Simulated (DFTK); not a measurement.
A run of DFTK 0.8.2 is set up as follows.

Contents of run.jl:

```julia
using DFTK
using PseudoPotentialData
using Unitful, UnitfulAtomic
using LinearAlgebra, Printf
include("save.jl")
disable_threading()

# lattice vectors are the columns
lattice = austrip(1u"Å") * [           0.0         2.9305         2.9305;
                   2.9305            0.0         2.9305;
                   2.9305         2.9305            0.0]
symbols   = [:In, :P]
positions = [[0.0, 0.0, 0.0],
             [0.75, 0.75, 0.75]]
pseudopotentials = Dict(:In => "In.upf", :P => "P.upf")
elements = Dict(s => ElementPsp(s, pseudopotentials; rcut=10.0) for s in unique(symbols))
atoms    = [elements[s] for s in symbols]

build_model(lattice, positions; symmetries=true) =
    model_DFT(lattice, atoms, positions;
              functionals=r2SCAN(),
              temperature=austrip(0.05u"eV"),
              smearing=Smearing.FermiDirac(),
              symmetries)
Ecut  = 45.0  # hartree
kgrid = [7, 7, 7]
tol   = 1e-6
to_GPa = ustrip(uconvert(u"GPa", 1u"hartree/bohr^3"))

model = build_model(lattice, positions)
basis = PlaneWaveBasis(model; Ecut, kgrid)
display(basis)
scfres = self_consistent_field(basis;
                               tol,
                               nbandsalg=AdaptiveBands(model; n_bands_converge=14))
display(scfres.energies)
@printf "Fermi level: %.6f eV\n" ustrip(auconvert(u"eV", something(scfres.εF, NaN)))
forces = compute_forces_cart(scfres)
println("Forces (eV/Å)")
for (s, f) in zip(symbols, forces)
    @printf "%-3s %12.6f %12.6f %12.6f\n" s ustrip.(auconvert.(u"eV/Å", f))...
end
stress = compute_stresses_cart(scfres)
println("Stress (GPa)")
display(round.(stress * to_GPa; digits=4))
println("Levels at the first k-point (eV): ", round.(ustrip.(auconvert.(u"eV", scfres.eigenvalues[1][1:scfres.n_bands_converge])); digits=4))
save_scf!(scfres; forces, stress)

points = Dict("G" => [0.0, 0.0, 0.0], "K" => [0.375, 0.375, 0.75], "L" => [0.5, 0.5, 0.5], "U" => [0.625, 0.25, 0.625], "W" => [0.5, 0.25, 0.75], "X" => [0.5, 0.0, 0.5])
segments = [("G", "X", 7), ("X", "W", 4), ("W", "K", 3), ("K", "G", 7), ("G", "L", 6), ("L", "U", 4), ("U", "W", 3), ("W", "L", 5), ("L", "K", 4), ("U", "X", 3)]
kcoords = vcat([[points[a] + t * (points[b] - points[a]) for t in range(0, 1, n)] for (a, b, n) in segments]...)
bands = compute_bands(scfres, ExplicitKpoints(kcoords); n_bands=16, tol=1e-5)
for (k, ε) in zip(bands.basis.kpoints, bands.eigenvalues)
    @printf "%d %8.4f %8.4f %8.4f " k.spin k.coordinate...
    println(join([@sprintf("%9.4f", e) for e in ustrip.(auconvert.(u"eV", ε .- scfres.εF))]))
end
results["band_energies"] = rows(bands.eigenvalues); results["band_kpoints"] = rows(kcoords)
```

Potentials or basis: SG15 1.2 (PBE).

Run with:

```bash
$ julia --threads=1 run.jl  # save.jl only writes the numbers to a file and isn't shown; printed stress counts tension as positive; times include loading and compiling
```

(1) Predict the band gap on the k mesh.

(2) What does it give for the pressure?

## Answers

(1) 0.76 eV, direct.

(2) 0.2 GPa.

Caveat: the potentials were made for another functional, which shifts forces and pressure; spin-orbit coupling is left out, which moves the levels of the heavy elements.

**The experiment to reproduce.**

A printed reference work, data compilation reports, for a bulk crystal of InP at 1.6 K: band gap 1.4236 eV (direct).

Measured gap of InP: 1.4236 eV (direct; 1.6 K; a printed reference work, data compilation). This calculation gives 0.76 eV (-0.66 eV). Spin-orbit coupling on In is left out. The value is that of r2SCAN, without temperature or zero-point motion.
